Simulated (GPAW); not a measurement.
A run of GPAW 26.7.0 is set up as follows.

Contents of run.py:

```python
from ase.dft.bandgap import bandgap
from ase.io import read, write
from ase.units import Bohr, GPa
from gpaw import GPAW, PW, setup_paths
from gpaw.elf import elf_from_dft_calculation

setup_paths.insert(0, '.')

atoms = read('CdTe.xyz')

calc = GPAW(mode=PW(600),
            xc='BLYP',
            kpts={'size': (7, 7, 7), 'gamma': True},
            occupations={'name': 'fermi-dirac', 'width': 0.05},
            nbands=18,
            convergence={'density': 1e-05, 'energy': 1e-05},
            eigensolver='davidson',
            maxiter=150,
            txt='gpaw.txt')
atoms.calc = calc
energy = atoms.get_potential_energy()
forces = atoms.get_forces()
stress = atoms.get_stress()
calc.write('gs.gpw')
write('result.traj', atoms)
print(f'Energy: {energy:.6f} eV')
print('Forces (eV/A):')
print(forces.round(4))
print('Stress (GPa):', (stress / GPa).round(3))
print('Fermi level:', round(calc.get_fermi_level(), 4), 'eV')
print(f'Gap: {bandgap(calc)[0]:.4f} eV, direct: {bandgap(calc, direct=True)[0]:.4f} eV')

# fields on the real-space grid
write('density.cube', atoms, data=calc.get_pseudo_density() * Bohr**3)
write('potential.cube', atoms, data=calc.get_electrostatic_potential())
write('elf.cube', atoms, data=elf_from_dft_calculation(calc).data)

path = atoms.cell.bandpath('GXWKGLUWLK,UX', npoints=80, eps=1e-4)
bs_calc = calc.fixed_density(kpts=path, symmetry='off', nbands=31,
                             convergence={'bands': 'CBM+6.0', 'eigenstates': 1e-6}, txt='bands.txt')
bs = bs_calc.band_structure()
bs.write('bs.json')
print(f'Gap on the path: {bandgap(bs_calc)[0]:.4f} eV')
```

The input CdTe.xyz:

```xyz
2
Lattice="0.0000000000 3.2050000000 3.2050000000 3.2050000000 0.0000000000 3.2050000000 3.2050000000 3.2050000000 0.0000000000" Properties=species:S:1:pos:R:3 pbc="T T T"
Te     4.8075000000      4.8075000000      4.8075000000
Cd     0.0000000000      0.0000000000      0.0000000000
```

Potentials or basis: PAW data sets generated in the run's folder for this functional, pw.

Run with:

```sh
$ gpaw-setup -f BLYP Cd Te
$ OMP_NUM_THREADS=1 python run.py
```

Problem. What does it give for the pressure?

Solution. 6.5 GPa.

Problem. Predict the band gap along the path.

Solution. 0.78 eV, direct.

Levels at the corners of the path, in eV from the valence-band top:
```tsv
point	band 6	band 7	band 8	band 9	band 10	band 11	band 12	band 13
Γ	-8.12	0.00	0.00	0.00	0.78	4.61	4.61	4.61
X	-7.60	-4.47	-1.96	-1.96	2.65	2.70	9.05	9.26
W	-7.51	-4.36	-2.42	-2.31	4.29	4.79	5.63	6.45
K	-7.55	-4.38	-2.67	-1.63	2.93	4.59	7.49	7.56
Γ	-8.12	0.00	0.00	0.00	0.78	4.61	4.61	4.61
L	-7.75	-4.60	-0.82	-0.82	1.82	5.25	5.25	7.23
U	-7.55	-4.38	-2.67	-1.63	2.93	4.59	7.49	7.56
W	-7.51	-4.36	-2.42	-2.31	4.29	4.79	5.63	6.45
L	-7.75	-4.60	-0.82	-0.82	1.82	5.25	5.25	7.23
K	-7.55	-4.38	-2.67	-1.63	2.93	4.59	7.49	7.56
U	-7.55	-4.38	-2.67	-1.63	2.93	4.59	7.49	7.56
X	-7.60	-4.47	-1.96	-1.96	2.65	2.70	9.05	9.26
```

Caveat: spin-orbit coupling is left out, which moves the levels of the heavy elements.

**Experimental background.**

A printed reference work, data compilation reports, for a bulk crystal of CdTe at 0 K: band gap 1.607 eV.

Against the measured gap of CdTe, 1.607 eV (0 K; a printed reference work, data compilation), the calculated 0.78 eV is off by -0.82 eV. Spin-orbit coupling on Cd, Te is left out. The value is that of BLYP, without temperature or zero-point motion. Semilocal functionals fall short of measured gaps as a rule.
